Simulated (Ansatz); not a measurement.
**Honeycomb CdS monolayer in a perpendicular field**

What dipole does a perpendicular field induce in the honeycomb CdS monolayer, and does the gap follow? A positive field points along +c.

Program: Ansatz 0.2.0. Level of theory: plane-wave DFT, PBE-D3(BJ), Ansatz PAW. Results are calculated unless marked as measured.

### Step 1. The starting structure

The cell holds 2 atoms: 1 S and 1 Cd. Its edges and angles: a = 4.250 Å, b = 4.250 Å, c = 31.000 Å, α = 90.0°, β = 90.0°, γ = 120.0°. Vacuum lies along c.

### Step 2. Relaxing the slab

The starting cell is a guess, so the in-plane lattice and the atoms are relaxed first, with the slab cut off from its images along the normal.

Input file input.yaml:

```yaml
crystal:
  lattice:
    - [4.25, 0.0, 0.0]
    - [-2.125, 3.6806079661, 0.0]
    - [0.0, 0.0, 31.0]
  atoms:
    - { symbol: S, position: [0.6666666667, 0.3333333333, 0.5] }
    - { symbol: Cd, position: [0.3333333333, 0.6666666667, 0.5] }
  periodic: [true, true, false]
kpoints:
  mp_grid: { grid: [12, 12, 1] }
hamiltonian:
  xc: pbe
  dispersion: d3bj
scf:
  occupations: { method: fermi_dirac, width: 0.05 }
  convergence: { dr2_threshold: 1.0e-09 }
relax:
  f_tol: 0.004
  max_steps: 90
  cell: {}
output:
  write_potential: true
  write_density: true
  volumetric_format: npy
```

Run with:

```console
$ ansatz run input.yaml --threads 2 --pin off --max-ram 3072MiB --backend cpu --events-out ev --progress --plain --runs-dir out
```

Numbers of over 12 decimals in the logs are rounded to 6 here.

The log of the run:

```text
Warning: relax.cell: scf.convergence.dr2_threshold = 1e-9 eV is looser than the 2e-10 eV advised for a relaxation that steers and ends on the stress (1e-10 eV for each atom of the cell: 2). What an SCF threshold leaves in a stress goes as its square root, and in the free energy as the threshold itself, and one threshold admits the most on a small cell: [figures from the program's tests cut] Set scf.convergence.dr2_threshold to 2e-10 eV or tighter. The threshold is an SCF's pass mark: one that does not reach it within its budget of iterations ends unconverged, or closes short of it on a stop that the run arms, and scf.convergence.dr2_threshold's page says what that costs each kind of run
Engine: ansatz 0.2.0, x86_64-unknown-linux-gnu
Pseudopotentials: kind: paw
Pseudopotential: S, paw, valence charge 6, recommended cutoff 420 eV (normal), S.paw.azcp
Pseudopotential: Cd, paw, valence charge 20, recommended cutoff 420 eV (normal), Cd.paw.azcp
Functional definition: PBE
  parameter kappa = 0.804
  parameter beta = 0.066725
  exchange = pbe_x(kappa = kappa, mu = beta*pi^2/3)
  correlation = pbe_c(beta = beta)
Crystal: 2 atoms, lattice volume = 484.920 Å³
Basis set: ecut = 420 eV, 9433 PW (Γ), exchange–correlation on 60×60×432 points (8 copies of the dense FFT grid, shifted against one another)
Bands: 17, of which v1, the nominal top of the filled ones, is band 13 counted from 1 (12 counted from 0)
Symmetry: 12 space group operations
Space group: P-6m2 (ITA 187), of the structure as read, at distance tolerance 7.9e-5 Å
k-points: 19 of 144 (time reversal used)
Non-local potential: S, projectors of the file, l = 0: 2, l = 1: 2, l = 2: 2
Non-local potential: Cd, projectors of the file, l = 0: 3, l = 1: 2, l = 2: 2, l = 3: 1
PAW form: soft (Blöchl's): semilocal exchange-correlation on the pseudo side does not see the compensation charge
PAW one-centre angular grid: S, 110 points (default); XC on 64 Gauss nodes
PAW one-centre angular grid: Cd, 590 points (default); XC on 64 Gauss nodes
Initial density: superposition of atomic densities (neutral atoms: chi_scale 0, normalization atom), corrected by the library's trained network
Initial wavefunctions: pseudopotential atomic-orbital guess
Functional: x = pbe(κ = 0.804, μ = 0.219515), c = pbe(β = 0.066725)
SCF iter   1: F=—  HF=-9157.588499 eV  |F-HF|=—  |Δ(HF+E_count)|=         —  Δρ=6.50e-4  dr2=2.39e-3  ethr=1.77e-3  ⟨swp⟩=10.0  Hψ=2385  notcnv=0
preconditioner: auto → none  [insulator: Δε(μ)=1.607 eV  Ē_g=11.353 eV  σ=0.050 eV  W_gap=1.00  n_scr=16 (ndim 8)  ℏωp=7.2 eV  f_vac=0.852  D(μ)=0.00/eV (n_scr^D=0)  ε∞_Penn≈1.4]
SCF iter   2: F=—  HF=-9157.590227 eV  |F-HF|=—  |Δ(HF+E_count)|=   1.73e-3  Δρ=2.06e-4  dr2=1.92e-4  ethr=9.20e-6  ⟨swp⟩=3.3  Hψ=1009  notcnv=0
SCF iter   3: F=—  HF=-9157.590660 eV  |F-HF|=—  |Δ(HF+E_count)|=   4.33e-4  Δρ=9.14e-5  dr2=3.63e-5  ethr=7.38e-7  ⟨swp⟩=3.7  Hψ=744  notcnv=0
SCF iter   4: F=—  HF=-9157.590823 eV  |F-HF|=—  |Δ(HF+E_count)|=   1.63e-4  Δρ=3.26e-5  dr2=4.80e-6  ethr=1.39e-7  ⟨swp⟩=3.1  Hψ=620  notcnv=0
SCF iter   5: F=—  HF=-9157.590790 eV  |F-HF|=—  |Δ(HF+E_count)|=   3.25e-5  Δρ=3.76e-6  dr2=7.53e-8  ethr=1.85e-8  ⟨swp⟩=3.2  Hψ=734  notcnv=0
SCF iter   6: F=—  HF=-9157.590757 eV  |F-HF|=—  |Δ(HF+E_count)|=   3.32e-5  Δρ=1.61e-6  dr2=1.33e-8  ethr=2.89e-10  ⟨swp⟩=2.4  Hψ=561  notcnv=0
SCF iter   7: F=—  HF=-9157.590757 eV  |F-HF|=—  |Δ(HF+E_count)|=   1.11e-8  Δρ=6.82e-7  dr2=2.30e-9  ethr=5.12e-11  ⟨swp⟩=2.5  Hψ=524  notcnv=0
SCF iter   8: F=-9157.590757 eV  HF=-9157.590757 eV  |F-HF|=5.11e-10  |Δ(HF+E_count)|=   3.04e-9  Δρ=1.63e-7  dr2=1.14e-10  ethr=3.85e-12  ⟨swp⟩=10.5  Hψ=2132  notcnv=0
SCF 1 converged in 8 iterations: F = -9157.590757 eV  dr2 = 1.14e-10
  greatest PAW one-centre occupation: 1.000 electrons in one spin orbital (limit 2), on the Cd atom at site 1 (counted from 0), in its partial waves of l = 0
relax step   1: F+E_penalty+E_count = -9157.59075694 eV  Δ(F+E_penalty+E_count) = +0.000e0 eV  max|allowed force component| = 1.480e-16 eV/Å  Δτ_max = 0.0000 Å  P = -0.333 N/m  Ω = 484.920 Å³  fix = [c, alpha, beta]  reactions: c -0.000 N/m  (8 SCF iters, accepted)
Crystal: 2 atoms, lattice volume = 482.445 Å³
Basis set: ecut = 420 eV, 9373 PW (Γ), exchange–correlation on 60×60×432 points (8 copies of the dense FFT grid, shifted against one another)
Initial density: handed on by an earlier stage of this run
Initial wavefunctions: those handed on with the density
iter 1 solved again at ethr=2.60e-7 eV; its pass at ethr=3.10e-3 eV (dr2=6.76e-5 eV) is discarded
SCF iter   1: F=—  HF=-9157.592073 eV  |F-HF|=—  |Δ(HF+E_count)|=         —  Δρ=9.67e-5  dr2=7.56e-5  ethr=2.60e-7  ⟨swp⟩=3.9  Hψ=2202  notcnv=0
preconditioner: auto → none  [insulator: Δε(μ)=1.656 eV  Ē_g=11.378 eV  σ=0.050 eV  W_gap=1.00  n_scr=16 (ndim 8)  ℏωp=7.2 eV  f_vac=0.851  D(μ)=0.00/eV (n_scr^D=0)  ε∞_Penn≈1.4]
SCF iter   2: F=—  HF=-9157.592074 eV  |F-HF|=—  |Δ(HF+E_count)|=   1.23e-6  Δρ=4.20e-5  dr2=1.05e-5  ethr=2.60e-7  ⟨swp⟩=2.1  Hψ=501  notcnv=0
SCF iter   3: F=—  HF=-9157.592072 eV  |F-HF|=—  |Δ(HF+E_count)|=   2.17e-6  Δρ=1.62e-5  dr2=9.92e-7  ethr=4.05e-8  ⟨swp⟩=3.0  Hψ=594  notcnv=0
SCF iter   4: F=—  HF=-9157.592012 eV  |F-HF|=—  |Δ(HF+E_count)|=   6.00e-5  Δρ=4.39e-6  dr2=7.77e-8  ethr=3.82e-9  ⟨swp⟩=2.5  Hψ=537  notcnv=0
SCF iter   5: F=—  HF=-9157.592012 eV  |F-HF|=—  |Δ(HF+E_count)|=   1.18e-8  Δρ=9.16e-7  dr2=2.89e-9  ethr=2.99e-10  ⟨swp⟩=3.5  Hψ=741  notcnv=0
SCF iter   6: F=-9157.592012 eV  HF=-9157.592012 eV  |F-HF|=1.49e-10  |Δ(HF+E_count)|=   3.44e-9  Δρ=1.19e-7  dr2=7.58e-11  ethr=3.85e-12  ⟨swp⟩=10.5  Hψ=2201  notcnv=0
SCF 2 converged in 6 iterations: F = -9157.592012 eV  dr2 = 7.58e-11
relax step   2: F+E_penalty+E_count = -9157.59201162 eV  Δ(F+E_penalty+E_count) = -1.255e-3 eV  max|allowed force component| = 2.961e-16 eV/Å  Δτ_max = 0.0000 Å  P = -0.146 N/m  Ω = 482.445 Å³  energy of the carried Pulay correction = +5.824e-5 eV  fix = [c, alpha, beta]  reactions: c -0.000 N/m  (6 SCF iters, accepted)
Crystal: 2 atoms, lattice volume = 480.524 Å³
Basis set: ecut = 420 eV, 9337 PW (Γ), exchange–correlation on 60×60×432 points (8 copies of the dense FFT grid, shifted against one another)
iter 1 solved again at ethr=1.59e-7 eV; its pass at ethr=3.10e-3 eV (dr2=4.12e-5 eV) is discarded
SCF iter   1: F=—  HF=-9157.592389 eV  |F-HF|=—  |Δ(HF+E_count)|=         —  Δρ=7.62e-5  dr2=4.66e-5  ethr=1.59e-7  ⟨swp⟩=4.0  Hψ=2217  notcnv=0
preconditioner: auto → none  [insulator: Δε(μ)=1.668 eV  Ē_g=11.393 eV  σ=0.050 eV  W_gap=1.00  n_scr=16 (ndim 8)  ℏωp=7.2 eV  f_vac=0.851  D(μ)=0.00/eV (n_scr^D=0)  ε∞_Penn≈1.4]
SCF iter   2: F=—  HF=-9157.592397 eV  |F-HF|=—  |Δ(HF+E_count)|=   8.12e-6  Δρ=3.30e-5  dr2=6.42e-6  ethr=1.59e-7  ⟨swp⟩=2.1  Hψ=498  notcnv=0
SCF iter   3: F=—  HF=-9157.592391 eV  |F-HF|=—  |Δ(HF+E_count)|=   6.33e-6  Δρ=1.27e-5  dr2=6.09e-7  ethr=2.47e-8  ⟨swp⟩=3.0  Hψ=586  notcnv=0
SCF iter   4: F=—  HF=-9157.592334 eV  |F-HF|=—  |Δ(HF+E_count)|=   5.70e-5  Δρ=3.46e-6  dr2=4.78e-8  ethr=2.34e-9  ⟨swp⟩=2.5  Hψ=552  notcnv=0
SCF iter   5: F=—  HF=-9157.592334 eV  |F-HF|=—  |Δ(HF+E_count)|=   7.26e-9  Δρ=7.20e-7  dr2=1.80e-9  ethr=1.84e-10  ⟨swp⟩=3.4  Hψ=727  notcnv=0
SCF iter   6: F=-9157.592334 eV  HF=-9157.592334 eV  |F-HF|=2.86e-10  |Δ(HF+E_count)|=   1.96e-9  Δρ=9.36e-8  dr2=4.71e-11  ethr=3.85e-12  ⟨swp⟩=9.9  Hψ=2063  notcnv=0
SCF 3 converged in 6 iterations: F = -9157.592334 eV  dr2 = 4.71e-11
relax step   3: F+E_penalty+E_count = -9157.59233379 eV  Δ(F+E_penalty+E_count) = -3.222e-4 eV  max|allowed force component| = 2.313e-16 eV/Å  Δτ_max = 0.0000 Å  P = +0.004 N/m  Ω = 480.524 Å³  energy of the carried Pulay correction = +1.036e-4 eV  fix = [c, alpha, beta]  reactions: c +0.000 N/m  (6 SCF iters, accepted)
Initial wavefunctions: pseudopotential atomic-orbital guess (no wavefunctions were taken with the density)
iter 1 solved again at ethr=1.24e-6 eV; its pass at ethr=3.10e-3 eV (dr2=3.22e-4 eV) is discarded
SCF iter   1: F=—  HF=-9157.592244 eV  |F-HF|=—  |Δ(HF+E_count)|=         —  Δρ=6.88e-6  dr2=4.20e-8  ethr=1.24e-6  ⟨swp⟩=4.8  Hψ=3664  notcnv=0
eigensolver tolerance schedule: the retry pair's looser diagonalisation over-reported the residual by 7647.94 of it (diagonalisation noise at an unbounded share of the residual, at the tolerance the schedule requests for it); recorded, not acted on — ethr = c·dr2/N_el stays at c = 1.0e-1
preconditioner: auto → none  [insulator: Δε(μ)=1.664 eV  Ē_g=11.392 eV  σ=0.050 eV  W_gap=1.00  n_scr=16 (ndim 8)  ℏωp=7.2 eV  f_vac=0.851  D(μ)=0.00/eV (n_scr^D=0)  ε∞_Penn≈1.4]
SCF iter   2: F=—  HF=-9157.592225 eV  |F-HF|=—  |Δ(HF+E_count)|=   1.84e-5  Δρ=3.12e-6  dr2=1.45e-8  ethr=1.62e-10  ⟨swp⟩=4.7  Hψ=1007  notcnv=0
SCF iter   3: F=—  HF=-9157.592225 eV  |F-HF|=—  |Δ(HF+E_count)|=   5.17e-9  Δρ=1.33e-6  dr2=1.34e-9  ethr=5.56e-11  ⟨swp⟩=2.0  Hψ=481  notcnv=0
SCF iter   4: F=-9157.592225 eV  HF=-9157.592225 eV  |F-HF|=2.00e-11  |Δ(HF+E_count)|=   1.89e-9  Δρ=1.42e-7  dr2=3.82e-11  ethr=3.85e-12  ⟨swp⟩=15.7  Hψ=2649  notcnv=0
SCF 4 converged in 4 iterations: F = -9157.592225 eV  dr2 = 3.82e-11
relax step   4: F+E_penalty+E_count = -9157.59222542 eV  Δ(F+E_penalty+E_count) = +1.084e-4 eV  max|allowed force component| = 2.220e-16 eV/Å  Δτ_max = 0.0000 Å  P = +0.004 N/m  Ω = 480.524 Å³  fix = [c, alpha, beta]  reactions: c +0.000 N/m  stress off target by 3.94e-3 N/m on what of the cell is left free  SCF on the basis re-selected at this cell (its energy is not comparable with the rows above)  (4 SCF iters)
basis re-selected at this cell: Δ(F+E_penalty+E_count) = +1.084e-4 eV, ΔP = +0.000 N/m vs the last step (what re-selecting the basis moved, of the pressure what is left beyond the Pulay correction that the steps carried, after the strain that the cell walked since its last selection, with what the two solves' SCF thresholds leave and, on support functions, any second-order correction that the steps lacked; it is no m [...]
SCF converged after 4 iterations
Free energy (F): -9157.592225 eV
Harris-Foulkes:  -9157.592225 eV  (|F-HF|=2.00e-11)
Internal energy: -9157.592225 eV  (E = F + TS)
E sigma→0 (E₀):  -9157.592225 eV
Fermi energy:    -4.882416 eV
--- Per-component energies (eV) ---
  E_band       = -830.531643
  E_kinetic    = 610.900446
  E_local      = -32163.180310  (includes V_loc(G=0)·N_el)
  E_nonlocal   = 61.738496
  E_hartree    = 15756.546680
  E_xc         = -273.160574
  E_vxc        = -308.036216  (∫ρ·V_xc dr)
  E_paw        = -4683.583725  (= ΣΔE_a)
  E_vpaw       = -545.047124  (= ΣTr[D̂ρ^β])
  E_aug_tail   = 0.000015  (compensation charges beyond the density's cutoff)
  E_ewald      = 11533.408306
  E_disp       = -0.261561  (pairwise vdW)
  E_smearing   = -0.000000  (= −TS)
  E_closure    = 0.000000  (closes the sum)
  Σ components = -9157.592225   (vs F -9157.592225, Δ=0.00e0)
--- Forces (eV/Å), atoms counted from 1 ---
  atom   1  S      0.00000000     0.00000000    -0.00000000
  atom   2  Cd     0.00000000    -0.00000000     0.00000000
  max |Σ_I F_I| component: 7.40e-17 eV/Å
--- 2D stress c σ (N/m, compression-positive) ---
        0.003938      -0.000000       0.000000
        0.000000       0.003938       0.000000
        0.000000       0.000000       0.000000
  P = ½ c Tr σ = 0.0039 N/m
--- Band table (eV; the first three rows and the last of 19) ---
  k-point 0: bands = [... 9 lower, -12.6787, -6.9906, -5.7465, -5.7465, -4.0822, -0.6216, -0.4030, 0.2692]
  k-point 1: bands = [... 9 lower, -12.6717, -6.9350, -6.2133, -5.8539, -3.6550, -0.6009, -0.3200, 0.3329]
  k-point 2: bands = [... 9 lower, -12.6519, -7.0594, -6.7775, -6.1305, -2.9460, -0.5758, -0.1009, 0.5202]
  k-point 18: bands = [... 9 lower, -12.3296, -9.2199, -8.2281, -5.8721, -1.0019, -0.3323, 1.5806, 2.0723]
  the weakly bound empty levels are not read free of the cell's end (no_gap_told)
--- Relaxed structure (3 steps of the walk, 3 accepted, 1 SCFs on fresh bases) ---
  F+E_penalty+E_count = -9157.59222542 eV   max|allowed force component| = 2.220e-16 eV/Å   (the final SCF, on the basis selected at the relaxed cell)
  cell:  # Å, volume = 480.5243 Å³
    - [4.230693, 0, 0]
    - [-2.115346, 3.663888, 0]
    - [0, 0, 31.0]
  atoms:
    - { symbol: S, position: [0.666667, 0.333333, 0.500000] }
    - { symbol: Cd, position: [0.333333, 0.666667, 0.500000] }
```

Wall time 8.2 s (2 threads of AMD EPYC 9R45, shared host); peak memory 0.7 GiB.

The steps of the relaxation:

| step | energy less that of the first step (eV) | largest force component (eV/Å) | volume (Å³) |
| --- | --- | --- | --- |
| 1 | 0.0000 | 0.0000 | 484.92 |
| 2 | -0.0013 | 0.0000 | 482.45 |
| 3 | -0.0016 | 0.0000 | 480.52 |
| 4* | -0.0015 | 0.0000 | 480.52 |

Relaxation steps marked * repeat the geometry before them on a plane-wave basis chosen anew for their cell, so energy and pressure can jump there.

Forces are held to the 12 operations that the run works with; a distortion that breaks them can't arise in this run.

| cell as run | before | after | change |
| --- | --- | --- | --- |
| a (Å) | 4.250 | 4.231 | -0.5 % |
| b (Å) | 4.250 | 4.231 | -0.5 % |

The relaxed structure:

```xyz
2
Lattice="4.2307 0.0000 0.0000 -2.1153 3.6639 0.0000 0.0000 0.0000 31.0000" Properties=species:S:1:pos:R:3
S     2.1153    1.2213   15.5000
Cd    0.0000    2.4426   15.5000
```

The lattice constant a goes from 4.250 to 4.231 Å.

(Continued in part 2 of 2.)

[Logs are printed without paths, hosts, clocks, repeated set-up lines and the standing remarks that a program may print on its own settings, such as how far it seeks lower states.]

[Hosts, paths, dates, database ids (printed as entryN), source tags and the programs' standing remarks are cut or masked in the printed files.]

[Maps of the electrostatic potential energy from Ansatz leave out the sawtooth potential of an applied field or a dipole correction, so their vacuum need not be flat; planar profiles and work functions include it.]
